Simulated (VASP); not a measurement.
# BeTe, elastic tensor: which settings are enough?

BeTe, F-43m (no. 216), 2 atoms in the cell. PBEsol, elastic tensor by finite differences; PAW potentials Te, Be (PBE set). VASP 6.6.1.

Wanted: elastic constants within 1.5 %.

Geometry: relaxed with this functional.

Elastic constants: the values given are C11, C12, C44.

POSCAR:
```
BeTe
1.0
    0.0000000000      2.8059938645      2.8059938645
    2.8059938645      0.0000000000      2.8059938645
    2.8059938645      2.8059938645      0.0000000000
Te Be
1 1
Direct
    0.7500000000      0.7500000000      0.7500000000
    0.0000000000      0.0000000000      0.0000000000
```

The series start from Plane-wave cutoff (eV): 380; k mesh: 8x8x8; SCF threshold (eV): 1e-7; Precision mode: Accurate; Displacements: NFREE 2, POTIM 0.015; Projectors in real space: False. Each series keeps the choices made before it, and each single choice may use up half of a tolerance.

## Plane-wave cutoff (eV)

| Plane-wave cutoff (eV) | Elastic constants, largest deviation against the largest value | Time (s) |
|---|---|---|
| 250 | 0.64 % | 70 |
| 290 | 0.05 % | 80 |
| 320 | 0.08 % | 74 |
| 380 | 0.04 % | 167 |
| 450 | 0.1 % | 171 |
| 550 (reference) | 0 % | 232 |

Chosen: 250, the loosest value from which every tighter one stays within half of the tolerance.

## k mesh

| k mesh | Elastic constants, largest deviation against the largest value | Time (s) |
|---|---|---|
| 4x4x4 | 0.97 % | 34 |
| 5x5x5 | 0.36 % | 37 |
| 6x6x6 | 0.21 % | 50 |
| 8x8x8 | 0.05 % | 70 |
| 9x9x9 | 0.04 % | 87 |
| 12x12x12 (reference) | 0 % | 184 |

Chosen: 5x5x5.

## SCF threshold (eV)

| SCF threshold (eV) | Elastic constants, largest deviation against the largest value | Time (s) |
|---|---|---|
| 0.0001 | 1.2 % | 29 |
| 1e-5 | 0.29 % | 38 |
| 1e-6 | 0.05 % | 32 |
| 1e-7 | 0.14 % | 37 |
| 1e-8 (reference) | 0 % | 47 |

Chosen: 1e-5.

## Precision mode

| Precision mode | Elastic constants, largest deviation against the largest value | SCF iterations | Time (s) |
|---|---|---|---|
| Accurate | 0 % | 97 | 38 |
| Normal | 0.02 % | 97 | 24 |
| Single | 0.12 % | 97 | 26 |

Chosen: Normal, the fastest of those that stay within half of the tolerance.

## Displacements

| Displacements | Elastic constants, largest deviation against the largest value | Time (s) |
|---|---|---|
| NFREE 2, POTIM 0.015 | 0 % | 24 |
| NFREE 4 | 0.38 % | 39 |
| NFREE 1 | 1.3 % | 13 |
| POTIM 0.005 | crashed | 11 |
| POTIM 0.03 | 0.26 % | 25 |

Chosen: NFREE 2, POTIM 0.015; no other choice that stays within half of the tolerance saves 30 % of the time.

VASP's message at the runs that stop: IBZKPT: not all point group operations associated with the symmetry operators of the crystalline lattice are members of the point group of the reciprocal lattice.

## Projectors in real space

| Projectors in real space | Elastic constants, largest deviation against the largest value | SCF iterations | Time (s) |
|---|---|---|---|
| False | 0 % | 97 | 24 |
| Auto | 0.29 % | 97 | 20 |

Chosen: Auto; it saves 3.2 s of 24, so False would do nearly as well.

## All choices together

| Input | Elastic constants, largest deviation against the largest value | Time (s) |
|---|---|---|
| program defaults, KSPACING-like mesh of 0.5 per A (naive) | 2.5 % | 8.1 |
| chosen settings | 0.72 % | 20 |
| reference settings throughout | 0 % | 822 |

The tolerance is met.

Values of the reference run: Elastic constants: 99.9, 40.5, 50.2 GPa.

## The input

INCAR:
```
SYSTEM = BeTe
  ALGO = Normal
  EDIFF = 1E-5
  ENCUT = 250
  GGA = PS
  IBRION = 6
  ISIF = 3
  ISMEAR = 0
  KPAR = 2
  LASPH = .True.
  LCHARG = .False.
  LREAL = Auto
  LWAVE = .False.
  NELM = 120
  NFREE = 2
  NSW = 1
  POTIM = 0.015
  PREC = Normal
  SIGMA = 0.02
```

KPOINTS:
```
Automatic mesh
0
Gamma
  5 5 5
  0 0 0
```

Commands:
```
cat potpaw_PBE.64/Te/POTCAR potpaw_PBE.64/Be/POTCAR > POTCAR
mpirun -np 2 vasp_std > vasp.out
```

The chosen input took VASP 6.6.1 20 s on 2 cores (Intel Xeon Platinum 8488C (Sapphire Rapids)), a shared host.

## An input that fails: band parallelism (NCORE) with strains that lower the symmetry

VASP's message: VASP internal routines have requested a change of the k-point set. Unfortunately, this is only possible if NPAR=number of nodes. Please remove the tag NPAR from the INCAR file and restart the ….

Changes against the starting input:
```
- KPAR = 2
+ KPAR = 1
+ NCORE = 2
```
